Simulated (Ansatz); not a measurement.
## Y under pressure: fit and missing row

Y, Fm-3m, a = 4.977 Å. This isn't the element's structure at ambient conditions. Ansatz: PBEsol, PAW, 420 eV, Γ-centred 14×14×14 mesh on 1 atom, Gaussian smearing 0.10 eV; no spin polarisation. The cell is relaxed at each pressure, and no other structure is tried, so the rows at high pressure may lie past a change of phase.

| V (Å³/atom) | P (GPa) |
| --- | --- |
| 16.990 | 59.98 |
| 20.802 | 30.01 |
| 24.163 | 14.99 |
| ? | 8.00 |
| 28.892 | 2.99 |
| 30.820 | 0.01 |
| 33.438 | -2.98 |

**Question.** Take V0 = 30.820 Å³/atom, count pressures from its P0 = 0.01 GPa, fit the third-order Birch–Murnaghan form to the other rows, and predict the missing volume.

**Answer.** With the Eulerian strain f = ½[(V0/V)^(2/3) − 1] and y = (P − P0)/[3f(1 + 2f)^(5/2)], the form is the line y = B0 + 1.5 B0 (B0′ − 4) f. Rows (f, y): 0.24370, 30.4; 0.14981, 34.7; 0.08806, 37.8; 0.02200, 40.5; -0.02645, 43.2. Means f = 0.09542, y = 37.320; Σ(Δf)² = 0.04524, ΣΔfΔy = -2.122; the slope is their ratio. y = 41.80 − 46.91 f GPa, so B0 = 41.8 GPa and B0′ = 4 + 2 × (-46.91)/(3 × 41.80) = 3.25. P = 8.00 GPa is met at f = 0.05271 (y = 39.33), so V = V0 (1 + 2f)^(−3/2) = 26.518 Å³/atom. The run gave 26.508 Å³/atom, so the fit is 0.010 Å³/atom too high, within the rms miss on the fitted rows (0.012 Å³/atom).

The mesh isn't the same in all rows (14×14×14, 16×16×16, 18×18×18).